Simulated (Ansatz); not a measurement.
# Sb2Se3: the cost of one run

Program: Ansatz 0.2.0. Level of theory: DFT PBEsol, scalar-relativistic, plane waves, PAW, and further levels as typed in the inputs. These are calculated values, not measurements.

### Step 1. The starting structure

The structure is trigonal, space group R-3m (No. 166). The conventional cell has a = 4.000 Å, b = 4.000 Å, c = 28.500 Å, α = 90.00°, β = 90.00°, γ = 120.00°. Sb (site symmetry 3m) is surrounded by 6 Se at 2.80 to 2.97 Å. Around Se (site symmetry -3m) lie 6 Sb at 2.97 Å. Around Se (site symmetry 3m) lie 3 Sb at 2.80 Å.

As a file:

```cif
data_structure
_symmetry_space_group_name_H-M 'P 1'
_symmetry_Int_Tables_number 1
_cell_length_a 9.7767
_cell_length_b 9.7767
_cell_length_c 9.7767
_cell_angle_alpha 23.608
_cell_angle_beta 23.608
_cell_angle_gamma 23.608
_cell_volume 131.64
loop_
_atom_site_label
_atom_site_type_symbol
_atom_site_fract_x
_atom_site_fract_y
_atom_site_fract_z
_atom_site_occupancy
Sb1 Sb 0.39900 0.39900 0.39900 1
Sb2 Sb 0.60100 0.60100 0.60100 1
Se1 Se 0.00000 0.00000 0.00000 1
Se2 Se 0.21200 0.21200 0.21200 1
Se3 Se 0.78800 0.78800 0.78800 1
```

### Step 2. Relaxing cell and atoms: Sb2Se3, no spin, 5 GPa

File input.yaml:

```yaml
crystal:
  lattice:
    - [2.0, -1.1547005384, 9.5]
    - [0.0, 2.3094010768, 9.5]
    - [-2.0, -1.1547005384, 9.5]
  atoms:
    - { symbol: Sb, position: [0.399, 0.399, 0.399] }
    - { symbol: Sb, position: [0.601, 0.601, 0.601] }
    - { symbol: Se, position: [0.0, 0.0, 0.0] }
    - { symbol: Se, position: [0.212, 0.212, 0.212] }
    - { symbol: Se, position: [0.788, 0.788, 0.788] }
scf:
  occupations: { method: gaussian, width: 0.02 }
output:
  forces: true
  stress: true
  eigenvalues: true
hamiltonian:
  xc: pbesol
kpoints:
  mp_grid: { grid: [10, 10, 10] }
relax:
  f_tol: 0.001
  max_steps: 80
  cell: { stress_tol: 0.02, p_target: 5 }
```

On the command line:

```
> ansatz run input.yaml --threads 8 --pin off --max-ram 32768MiB --backend cpu --events-out ev --progress --plain --runs-dir out
```

**Question.** How long does this run take on 8 threads of Intel Xeon Platinum 8259CL at 2.50GHz (Skylake/Cascade Lake), shared host, and how much memory does it need?

About 38 s, with a peak of 1 GiB.
